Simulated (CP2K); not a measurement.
CdTe:

```
Te Cd
1.0
     4.53255    0.00000    0.00000
     2.26628    3.92531    0.00000
     2.26628    1.30844    3.70082
Te Cd
1 1
Direct
  0.75000 0.75000 0.75000
  0.00000 0.00000 0.00000
```

Program: CP2K 2026.2. Alike in all runs: no spin polarisation; cell as given; k mesh 7 × 7 × 7.

Order these runs on this cell by their band gap on the k mesh, lowest first.
A. level PBE; potentials or basis POTENTIAL_UZH Te GTH-PBE-q6, Cd GTH-PBE-q12; TZVP-MOLOPT-PBE-GTH basis; smearing fermi-dirac 0.05 eV; EPS_DEFAULT 1.0E-10; NGRIDS 4; CUTOFF of the grids 450 Ry
B. level r2SCAN; potentials or basis POTENTIAL_UZH Te GTH-SCAN-q6, Cd GTH-SCAN-q12; TZVP-MOLOPT-SCAN-GTH basis; smearing fermi-dirac 0.0259 eV; EPS_DEFAULT 1.0E-9; NGRIDS 4; CUTOFF of the grids 675 Ry; points a segment of the path (NPOINTS) 6; bands added on the path 6
C. level LDA; potentials or basis GTH_POTENTIALS Te GTH-PADE-q6, Cd GTH-PADE-q12; TZVP-MOLOPT-PBE-GTH basis; smearing fermi-dirac 0.0259 eV; EPS_DEFAULT 1.0E-10; NGRIDS 5; CUTOFF of the grids 450 Ry; points a segment of the path (NPOINTS) 10; bands added on the path 6

C (0.65 eV), A (0.88 eV), B (1.27 eV).

Caveats: spin-orbit coupling is left out, which moves the levels of the heavy elements; the basis of atomic orbitals isn't converged, which shifts pressures, moduli and gaps; an odd mesh through Γ misses points on the zone boundary, where band edges often lie (some runs).

Not every run made on this cell is shown here.
